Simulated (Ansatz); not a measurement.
# TiO2: what SCF settings change, part 2 of 2

Which SCF settings change the result for TiO2, and which only the effort? The default run comes first. TiO2 is taken in the deposited crystal structure (space group I4_1/amd), 6 atoms in the cell. Source: COD entry 9009086, which need not be the ambient phase.

Ansatz 0.2.0; DFT PBE, PAW, plane waves, scalar-relativistic. Earlier steps stand in the parts before.

## (7) Tetrahedron occupations

Input file input.yaml:

```yaml
crystal:
  lattice:
    - [-1.8925, 1.8925, 4.757]
    - [1.8925, -1.8925, 4.757]
    - [1.8925, 1.8925, -4.757]
  atoms:
    - { symbol: Ti, position: [0.0, 0.0, 0.0], spin: 1.0 }
    - { symbol: Ti, position: [0.75, 0.25, 0.5], spin: 1.0 }
    - { symbol: O, position: [0.2066, 0.2066, 0.0] }
    - { symbol: O, position: [0.9566, 0.4566, 0.5] }
    - { symbol: O, position: [0.5434, 0.0434, 0.5] }
    - { symbol: O, position: [0.7934, 0.7934, 0.0] }
magnetization:
  spin_polarized: true
hamiltonian:
  xc: pbe
  pseudopotentials: { kind: paw }
basis:
  ecutwfc: 420
kpoints:
  mp_grid: { grid: [6, 6, 8] }
scf:
  occupations: { method: tetrahedron }
  lower_state_search: "off"
  max_iter: 60
output:
  forces: true
  stress: true
```

Started as:

```
ansatz run input.yaml --threads 2 --pin off --max-ram 5120MiB --backend cpu --events-out ev --progress --plain --runs-dir out
```

Log, cut to the lines that bear on the results:

```text
Warning: output.forces, output.stress, relax.cell or npt_langevin: where a Kohn–Sham band that disperses or a degenerate level is filled in part under the method tetrahedron, the forces or the stress that this run publishes need not agree with its energy (scf.occupations.method in the [...]
[... 22 lines as in an earlier run ...]
Starting moments: Σ|m| = 2 μB on 2 of 6 sites
[... 2 lines as in an earlier run ...]
SCF iter   1: F=—  HF=-7277.633249 eV  |F-HF|=—  |Δ(HF+E_count)|=         —  Δρ=5.52e-2 (↑5.32e-2 ↓5.52e-2)  dr2=3.04e0  dr2_m=1.18e0  M=0.000 μB ∫|m|=0.441 μB  β_m=0.30  ethr=3.10e-3  ⟨swp⟩=5.9  Hψ=22121  notcnv=0
[...]
spin-set hold released at iteration 8 (site moments contracting): the magnetisation degrees of freedom join the quasi-Newton model from the next iteration; the mixer history was flushed
[...]
SCF iter  16: F=-7277.459084 eV  HF=-7277.459084 eV  |F-HF|=3.64e-12  |Δ(HF+E_count)|=   2.34e-9  Δρ=1.98e-7 (↑1.95e-7 ↓1.98e-7)  dr2=4.66e-11  dr2_m=1.88e-12  M=0.000 μB ∫|m|=0.000 μB  ethr=3.56e-12  ⟨swp⟩=1.0  Hψ=15480  notcnv=0
[...]
WARN: the starting moments were not kept: the SCF closed with an absolute magnetisation of 1.2e-6 μB, where they sum to 2 μB in size (2 sites). That is at most 0.1 of that sum. Measured as dr2_m measures the in/out step, that magnetisation stands 2.6e-13 eV from none, at or under the [...]
SCF converged after 16 iterations
Magnetization: 0.0000 μB (24.0000 up, 24.0000 down)
Absolute magnetization: 0.0000 μB (∫|ρ↑−ρ↓|, with the PAW one-centre terms)
Spin contamination: 0.0000 ħ² per cell (⟨S²⟩ above its minimum at these occupations)
Per-site moments (μB) at R_I (Å): [(-1.6120841638511472e-7, 0.7990210114819828), (-1.6120841634455063e-7, 0.7990210114819828), (1.178070515742246e-7, 0.7990210114819828), (1.178070515591228e-7, 0.7990210114819828), (1.1780705159979015e-7, 0.7990210114819828), (1.1780705156229868e-7, [...]
Free energy (F): -7277.459084 eV
[...]
E sigma→0 (E₀):  -7277.459084 eV
Fermi energy:    7.255682 eV
[...]
--- Forces (eV/Å), atoms counted from 1 ---
  atom   1  Ti     0.00001081    -0.00001081    -0.00000000
  atom   2  Ti    -0.00001081     0.00001081     0.00000000
  atom   3  O     -0.00000853    -0.00003244     0.33601711
  atom   4  O     -0.00003244    -0.00000853     0.33601711
  atom   5  O      0.00000853     0.00003244    -0.33601711
  atom   6  O      0.00003244     0.00000853    -0.33601711
[...]
--- Stress (GPa, compression-positive) ---
        4.588892      -0.000690      -0.000109
       -0.000690       4.588892      -0.000109
       -0.000109      -0.000109       8.629753
  P = ⅓ Tr σ = 5.9358 GPa (59.358 kbar)
--- Band table (eV; the first three rows and the last of 178) ---
[...]
```

Wall time 18 s (2 threads of Arm Neoverse V2, shared host); peak memory 0.52 GiB.

16 iterations against 15; free energy unchanged, zero-width estimate unchanged.

## (8) Linear mixing, β 0.3, no preconditioner

Changes to input.yaml since step 7:

```diff
@@ -22,5 +22,7 @@
 scf:
-  occupations: { method: tetrahedron }
+  occupations: { method: fermi_dirac, width: 0.1 }
   lower_state_search: "off"
+  algorithm: density_mixing
   max_iter: 60
+  mixing: { algorithm: anderson, ndim: 1, beta: 0.3, preconditioner: none }
 output:
```

Started as:

```
ansatz run input.yaml --threads 2 --pin off --max-ram 5120MiB --backend cpu --events-out ev --progress --plain --runs-dir out
```

Log, cut to the lines that bear on the results:

```text
[... 22 lines as in an earlier run ...]
Starting moments: Σ|m| = 2 μB on 2 of 6 sites
[... 2 lines as in an earlier run ...]
SCF iter   1: F=—  HF=-7277.633250 eV  |F-HF|=—  |Δ(HF+E_count)|=         —  Δρ=5.52e-2 (↑5.32e-2 ↓5.52e-2)  dr2=3.04e0  dr2_m=1.18e0  M=0.000 μB ∫|m|=0.441 μB  β_m=0.30  ethr=3.10e-3  ⟨swp⟩=5.1  Hψ=22013  notcnv=0
[...]
spin-set hold released at iteration 8 (site moments contracting): the magnetisation degrees of freedom join the quasi-Newton model from the next iteration; the mixer history was flushed
[...]
SCF iter  50: F=-7277.459084 eV  HF=-7277.459084 eV  |F-HF|=2.73e-11  |Δ(HF+E_count)|=  2.36e-11  Δρ=3.48e-7 (↑3.48e-7 ↓3.47e-7)  dr2=5.60e-15  dr2_m=7.54e-11  M=-0.000 μB ∫|m|=0.000 μB  ethr=1.00e-12  ⟨swp⟩=1.0  Hψ=11740  notcnv=0
WARN: the starting moments were not kept: the SCF closed with an absolute magnetisation of 1.1e-5 μB, where they sum to 2 μB in size (2 sites). That is at most 0.1 of that sum. Measured as dr2_m measures the in/out step, that magnetisation stands 2.2e-11 eV from none, at or under the [...]
[... 1 line as in an earlier run ...]
SCF converged after 50 iterations
Magnetization: -0.0000 μB (24.0000 up, 24.0000 down)
Absolute magnetization: 0.0000 μB (∫|ρ↑−ρ↓|, with the PAW one-centre terms)
Spin contamination: 0.0000 ħ² per cell (⟨S²⟩ above its minimum at these occupations)
Per-site moments (μB) at R_I (Å): [(1.3814000185144832e-6, 0.7990210114819828), (1.381400018528092e-6, 0.7990210114819828), (-1.3960928257929361e-6, 0.7990210114819828), (-1.3960928257375757e-6, 0.7990210114819828), (-1.3960928258615572e-6, 0.7990210114819828), (-1.396092825879664e-6, [...]
Free energy (F): -7277.459084 eV
[...]
E sigma→0 (E₀):  -7277.459083 eV
Entropy (-TS):   -0.000003 eV (-0.000 meV/atom)
Fermi energy:    8.501009 eV
[... 28 lines left out: energy terms, forces, stress ...]
```

It took 42 s on 2 threads of Arm Neoverse V2, shared host; peak memory 0.51 GiB.

Compared with step 2: the same free energy; 50 iterations in place of 15.

## (9) Broyden, β 0.4, magnetisation mixing 0.1

Changes to input.yaml since step 8:

```diff
@@ -26,3 +26,3 @@
   max_iter: 60
-  mixing: { algorithm: anderson, ndim: 1, beta: 0.3, preconditioner: none }
+  mixing: { algorithm: broyden, beta: 0.4, beta_mag: 0.1, spin_hold: "off" }
 output:
```

Started as:

```
ansatz run input.yaml --threads 2 --pin off --max-ram 5120MiB --backend cpu --events-out ev --progress --plain --runs-dir out
```

Log, cut to the lines that bear on the results:

```text
[... 22 lines as in an earlier run ...]
Starting moments: Σ|m| = 2 μB on 2 of 6 sites
[... 2 lines as in an earlier run ...]
SCF iter   1: F=—  HF=-7277.633250 eV  |F-HF|=—  |Δ(HF+E_count)|=         —  Δρ=5.52e-2 (↑5.32e-2 ↓5.52e-2)  dr2=3.04e0  dr2_m=1.18e0  M=0.000 μB ∫|m|=0.441 μB  β_m=0.10  ethr=3.10e-3  ⟨swp⟩=5.1  Hψ=22013  notcnv=0
[...]
SCF iter  21: F=-7277.459084 eV  HF=-7277.459084 eV  |F-HF|=1.55e-11  |Δ(HF+E_count)|=  3.70e-10  Δρ=1.56e-7 (↑1.56e-7 ↓1.45e-7)  dr2=9.58e-12  dr2_m=1.01e-11  M=-0.000 μB ∫|m|=0.000 μB  ethr=1.00e-12  ⟨swp⟩=1.0  Hψ=16214  notcnv=0
WARN: the starting moments were not kept: the SCF closed with an absolute magnetisation of 1.7e-6 μB, where they sum to 2 μB in size (2 sites). That is at most 0.1 of that sum. Measured as dr2_m measures the in/out step, that magnetisation stands 3.9e-13 eV from none, at or under the [...]
[... 1 line as in an earlier run ...]
SCF converged after 21 iterations
Magnetization: -0.0000 μB (24.0000 up, 24.0000 down)
Absolute magnetization: 0.0000 μB (∫|ρ↑−ρ↓|, with the PAW one-centre terms)
Spin contamination: 0.0000 ħ² per cell (⟨S²⟩ above its minimum at these occupations)
Per-site moments (μB) at R_I (Å): [(-1.5896719423158094e-7, 0.7990210114819828), (-1.5896719454673143e-7, 0.7990210114819828), (1.0893646211725566e-7, 0.7990210114819828), (1.0893646209338138e-7, 0.7990210114819828), (1.0893646213109854e-7, 0.7990210114819828), (1.0893646205990736e-7, [...]
Free energy (F): -7277.459084 eV
[...]
E sigma→0 (E₀):  -7277.459083 eV
Entropy (-TS):   -0.000003 eV (-0.000 meV/atom)
Fermi energy:    8.501008 eV
[... 28 lines left out: energy terms, forces, stress ...]
```

Wall time 22 s (2 threads of Arm Neoverse V2, shared host); peak memory 0.52 GiB.

21 iterations against 15; the same free energy.

## (10) Comparison

| step | settings | iterations | time | against the default run |
| --- | --- | --- | --- | --- |
| 2 | default SCF settings | 15 | 21 s | reference |
| 3 | density-residual threshold 1e-2 eV | 15 | 17 s | the same free energy, the program's other tests kept it going past the loose threshold |
| 4 | direct minimisation | 12 | 38 s | the same free energy |
| 5 | Fermi–Dirac width 0.003 eV, no switch to direct minimisation | 16 | 16 s | free energy unchanged, zero-width estimate unchanged |
| 6 | Broyden, β 0.9, history 16, no preconditioner | 11 | 13 s | the same free energy |
| 7 | tetrahedron occupations | 16 | 18 s | free energy unchanged, zero-width estimate unchanged |
| 8 | linear mixing, β 0.3, no preconditioner | 50 | 42 s | the same free energy |
| 9 | Broyden, β 0.4, magnetisation mixing 0.1 | 21 | 22 s | the same free energy |

Decimal logarithm of the largest residual (eV) by iteration, counted through all cycles of a run:

| iteration | step 2 | step 3 | step 4 | step 5 | step 6 | step 7 | step 8 | step 9 |
| --- | --- | --- | --- | --- | --- | --- | --- | --- |
| 1 | 0.5 | 0.5 | 0.5 | 0.5 | 0.5 | 0.5 | 0.5 | 0.5 |
| 2 | -0.1 | -0.1 | -0.1 | -0.1 | 1.1 | -0.1 | -0.1 | 0.1 |
| 3 | -0.5 | -0.5 | -0.5 | -0.5 | 0.3 | -0.5 | -0.5 | 0.0 |
| 4 | -0.7 | -0.7 | -0.7 | -0.7 | -1.3 | -0.7 | -0.8 | -0.2 |
| 5 | -1.0 | -1.0 | -1.0 | -1.0 | -2.7 | -1.0 | -1.0 | -0.6 |
| 10 | -4.0 | -4.0 | -5.8 | -4.0 | -7.4 | -4.0 | -2.3 | -2.5 |
| 14 | -8.5 | -8.3 | - | -7.5 | - | -7.6 | -3.2 | -6.0 |
| 19 | - | - | - | - | - | - | -4.2 | -9.4 |
| 23 | - | - | - | - | - | - | -5.0 | - |
| 28 | - | - | - | - | - | - | -6.0 | - |
| 32 | - | - | - | - | - | - | -6.8 | - |
| 37 | - | - | - | - | - | - | -7.7 | - |
| 41 | - | - | - | - | - | - | -8.4 | - |
| 46 | - | - | - | - | - | - | -9.4 | - |
| 50 | - | - | - | - | - | - | -10.1 | - |

## (11) Summary of results

The summary covers parts 1 to 2.

| quantity | value |
| --- | --- |
| default run | 15 iterations, non-magnetic, a gap of 2.21 eV on the k-mesh |
| fewest iterations to that state among the runs shown (an iteration of direct minimisation costs more) | 11 (Broyden, β 0.9, history 16, no preconditioner) |
| most iterations to it | 50 (linear mixing, β 0.3, no preconditioner) |
| runs that end in another state, among changes of path alone | 0 |

**Reading.** 5 runs solve the same problem and reach the default's state, in 11 to 50 iterations: there the settings change the path, not the answer. Other settings tried on this cell gave no result: fixed occupations (input refused); linear mixing, β 0.5, no preconditioner (not converged after 60 iterations, cycles). Counts include iterations that the program adds to test a close, so a difference of one or two ranks nothing. The starting density is a sum of atomic densities. The mesh has less symmetry than the lattice, which lowers the symmetry of the run.

The gaps are Kohn-Sham values of a semilocal functional, not quasiparticle or optical gaps. Such gaps usually fall short of the measured ones.
